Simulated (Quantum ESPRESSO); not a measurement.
# BeTe under changes of volume

One of the cells (21.254 Å³/atom); the others are scaled copies at fixed shape and fractional positions:

```
Te Be
1.0
     0.00000    2.77000    2.77000
     2.77000    0.00000    2.77000
     2.77000    2.77000    0.00000
Te Be
1 1
Direct
  0.75000 0.75000 0.75000
  0.00000 0.00000 0.00000
```

| Quantity | Value |
| --- | --- |
| Program | Quantum ESPRESSO 7.5 |
| Functional | LDA |
| Potentials or basis | PseudoDojo 0.4.1 SR LDA standard |
| Cutoff | 1197 eV |
| Density cutoff | 4789 eV |
| k mesh | 8 × 8 × 8 |
| Occupations | fermi-dirac, width 0.05 eV |
| Spin | no spin polarisation |

```tsv
volume (Å³/atom)	energy over the lowest point (meV/atom)	pressure (GPa)	gap on the mesh (eV)
19.979	22.12	5.2	1.62
20.404	10.59	3.5	1.67
20.829	3.36	2.0	1.73
21.254	0.00	0.6	1.78
21.679	0.16	-0.7	1.82
22.104	?	?	?
22.529	9.73	-2.9	1.91
```

**Question.** What does the run at 22.104 Å³/atom give?

**Answer.** Energy over the lowest point 3.50 meV/atom; pressure -1.8 GPa; gap on the mesh 1.87 eV.

Worked out: A Birch-Murnaghan fit of order 3 (a polynomial in V^(-2/3)) to the other rows has its minimum at 21.44 Å³/atom with B0 = V·E''(V) = 64 GPa and B' = 4.0. It gives 3.50 meV/atom at 22.104 Å³/atom, against the run's 3.50, and -dE/dV = -1.8 GPa, against -1.8. A straight line through the other rows of the gap, of slope 2.42 eV per unit of ln V, gives 1.87 eV, against the run's 1.87.

Energies are extrapolated to zero smearing.

Caveats: spin-orbit coupling is left out, which moves the levels of the heavy elements.

A mesh can miss the band edges.
